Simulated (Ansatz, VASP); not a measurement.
Al: VASP beside Ansatz

```
Al
1.0
    -1.50223    1.50223    2.42069
     1.50223   -1.50223    2.42069
     1.50223    1.50223   -2.42069
Al
1
Direct
  0.00000 0.00000 0.00000
```

Alike in both runs: task single point; functional PBE; k mesh 20 × 20 × 20; occupations gaussian, width 0.1 eV; no spin polarisation.

```csv
,VASP,Ansatz
version,VASP 6.6.1,Ansatz 0.2.0
potentials or method,"VASP PAW PBE potentials, release 64 (Al)","scalar-relativistic, plane waves, PAW"
plane-wave cutoff (eV),520,420
valence electrons in the cell,3,3
```

VASP gave:

* gap on the k mesh at the Fermi level (eV): none
* pressure (GPa): -10.6
* largest component of the traceless stress (GPa): 0.91

Task: Which values does Ansatz return?

Result: gap on the k mesh at the Fermi level (eV): none; pressure (GPa): -10.6; largest component of the traceless stress (GPa): 0.92.

A gap of «none» marks a metal or a gap that the smearing closes.
